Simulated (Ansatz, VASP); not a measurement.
One calculation of Mo, two programs

File INCAR:

```
PREC     = Accurate       # precision mode
ENCUT    = 520            # plane-wave cutoff, eV
EDIFF    = 1E-6           # SCF threshold, eV
ISMEAR   = 0              # smearing method
SIGMA    = 0.15           # smearing width, eV
LREAL    = F              # projectors in reciprocal space
LASPH    = T              # aspherical terms in the spheres
NELM     = 150            # most SCF steps
ALGO     = Normal         # electronic algorithm
ISIF     = 2              # what is computed and relaxed
LWAVE    = F              # write WAVECAR
LCHARG   = T              # write CHGCAR
MAGMOM   = 0 0 0          # initial moments
LORBIT   = 11             # projections on sites
LSORBIT  = T              # spin-orbit coupling
GGA_COMPAT= F            
LORBMOM  = T            
LMAXMIX  = 4              # l up to which the mixer works
GGA      = B5             # functional
ALDAX    = 1.0          
AGGAX    = 1.0          
AGGAC    = 1.0          
ALDAC    = 0.0          
IVDW     = 13             # dispersion correction
VDW_S6   = 1.0          
VDW_S8   = 2.34076671   
VDW_A1   = 0.44488865   
VDW_A2   = 4.0933009    
LVHAR    = T            
NBANDS   = 25             # bands
```

KPOINTS

```
regular mesh
0
Gamma
  8 8 8
```

Contents of POSCAR:

```
Mo
1.0
    0.0000000000      2.0415161987      2.0415161987
    2.0415161987      0.0000000000      2.0415161987
    2.0415161987      2.0415161987      0.0000000000
Mo
1
Direct
    0.0000000000      0.0000000000      0.0000000000
```

The input input.yaml:

```yaml
crystal:
  lattice:
    - [0.0, 2.0415161987, 2.0415161987]
    - [2.0415161987, 0.0, 2.0415161987]
    - [2.0415161987, 2.0415161987, 0.0]
  atoms:
    - { symbol: Mo, position: [0.0, 0.0, 0.0] }
kpoints:
  mp_grid: { grid: [8, 8, 8] }
scf:
  occupations: { method: gaussian, width: 0.15 }
hamiltonian:
  xc: blyp
  dispersion: d4
  pseudopotentials: { kind: all_electron, lapw: { basis_error: 0.002 } }
magnetization:
  noncollinear: true
  spin_orbit: true
output:
  forces: true
  stress: true
  eigenvalues: true
```

Change from the starting cell: volume scaled by 1.04.

Alike in both runs: task single point; functional BLYP; dispersion D4; k mesh 8 × 8 × 8; occupations gaussian, width 0.15 eV; non-collinear spin, spin-orbit coupling.

|  | VASP | Ansatz |
| --- | --- | --- |
| version | VASP 6.6.1 | Ansatz 0.2.0 |
| potentials or method | VASP PAW PBE potentials, release 64 (Mo_sv) | all-electron LAPW, relativistic spinors |
| plane-wave cutoff (eV) | 520 | see its input |

Ansatz gave:

| Property | Result |
| --- | --- |
| gap on the k mesh at the Fermi level (eV) | none |
| pressure (GPa) | -14.2 |
| net moment per atom (μB) | 0.00 |
| dispersion energy (meV/atom) | -1070.7 |

Problem. Which values does VASP return?

Solution. gap on the k mesh at the Fermi level (eV): none; pressure (GPa): -13.6; net moment per atom (μB): 0.00; dispersion energy (meV/atom): -1070.6.

A gap of «none» marks a metal or a gap that the smearing closes. Ansatz ran all-electron here, so the differences hold the error of VASP's frozen core and of both bases.

Caveats: the PAW data sets were made with another functional, which shifts forces and pressure a little (VASP); the k mesh is thin for a metal, which can move the energy by tens of meV per atom (Ansatz); pairwise dispersion overbinds metals, which lowers pressure and volume (Ansatz).
